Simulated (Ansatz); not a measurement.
# Sn: the cost of one run

Computed with Ansatz 0.2.0 (DFT PBEsol, scalar-relativistic, plane waves, PAW, unless a step's input says otherwise).

### Step 1. The starting structure

The structure is cubic, space group Fd-3m (No. 227). The conventional cell has a = 6.878 Å, b = 6.878 Å, c = 6.878 Å, α = 90.00°, β = 90.00°, γ = 90.00°. Around Pb (site symmetry -43m) lie 4 Pb at 2.98 Å.

Coordinates:

```xyz
2
Lattice="0.0000 3.4390 3.4390 3.4390 0.0000 3.4390 3.4390 3.4390 0.0000" Properties=species:S:1:pos:R:3 pbc="T T T"
Pb    3.4390    3.4390    3.4390
Pb    5.1585    5.1585    5.1585
```

The structure comes from the Materials Project (structure only).

### Step 2. One element swapped, cell strained: Pb → Sn, first probe

What differs from the listed cell: Sn takes all sites of Pb, and lengths are scaled by 0.971 as a first guess of the size; strain xx, yy, zz, yz, xz, xy = +2.8, +2.8, +2.8, +0.0, +0.0, +0.0 %.

File input.yaml:

```yaml
crystal:
  lattice:
    - [0.0, 3.4350615054, 3.4350615054]
    - [3.4350615054, 0.0, 3.4350615054]
    - [3.4350615054, 3.4350615054, 0.0]
  atoms:
    - { symbol: Sn, position: [0.5, 0.5, 0.5] }
    - { symbol: Sn, position: [0.75, 0.75, 0.75] }
basis:
  ecutwfc: 420
kpoints:
  mp_grid: { grid: [4, 4, 4] }
hamiltonian:
  xc: pbesol
scf:
  occupations: { method: gaussian, width: 0.1 }
output:
  forces: true
  stress: true
  eigenvalues: true
```

Launch:

```
> ansatz run input.yaml --threads 1 --pin off --max-ram 1331MiB --backend cpu --events-out ev --progress --plain --runs-dir out
```

**Question.** How long does this run take on 1 thread of an x86-64 CPU, shared host, and how much memory does it need?

About 2.2 s, with a peak of 0.33 GiB.
